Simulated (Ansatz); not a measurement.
Energy landscape near a Al₂Au structure

The calculation used DFT PBE, scalar-relativistic, plane waves, PAW in Ansatz.

Settings: cutoff 420 eV, Γ-centred mesh 12×12×12 on the computed 3-atom cell, Gaussian smearing of 0.10 eV; no spin polarisation.

Reference cell:

```xyz
3
Lattice="0.0000 3.0000 3.0000 3.0000 0.0000 3.0000 3.0000 3.0000 0.0000" Properties=species:S:1:pos:R:3 pbc="T T T"
Al    1.5000    1.5000    1.5000
Al    4.5000    4.5000    4.5000
Au    0.0000    0.0000    0.0000
```

Each variant moves atoms of this cell by the vectors given, if any (Å), and then applies a symmetric strain (tensor components, Cartesian axes). The reference cell isn't relaxed at this level. Energies are per atom at zero smearing, counted from the lowest variant. Pressure is positive in compression.

1. strain (xx yy zz yz xz xy, %) -0.85 -0.85 -0.85 0.00 0.00 0.00
2. strain (xx yy zz yz xz xy, %) 2.94 2.94 2.94 0.00 0.00 0.00
3. strain (xx yy zz yz xz xy, %) 4.32 4.32 4.32 0.00 0.00 0.00
4. strain (xx yy zz yz xz xy, %) -3.03 -3.03 -3.03 0.00 0.00 0.00
5. strain (xx yy zz yz xz xy, %) -0.80 -0.80 -9.80 0.00 0.00 0.00; moves: Al1 (0.000, 0.000, -0.071); Al2 (0.000, 0.000, -0.071); Au3 (0.000, 0.000, 0.141)

| result | ΔE (meV/atom) | P (GPa) | largest force (eV/Å) |
| --- | --- | --- | --- |
| A | 1.6 | 6.70 | 0.00 |
| B | 33.0 | -7.96 | 0.00 |
| C | 83.7 | 17.18 | 0.00 |
| D | 230.7 | 24.35 | 2.24 |
| E | 0.0 | -5.17 | 0.00 |

Question: Which variant gave which result?

Answer: A is 1, B is 3, C is 4, D is 5, E is 2. The pressure falls as the cell grows: from the smallest volume to the largest the variants are 5, 4, 1, 2, 3.

Spin–orbit coupling is left out, which can shift energies with elements as heavy as these.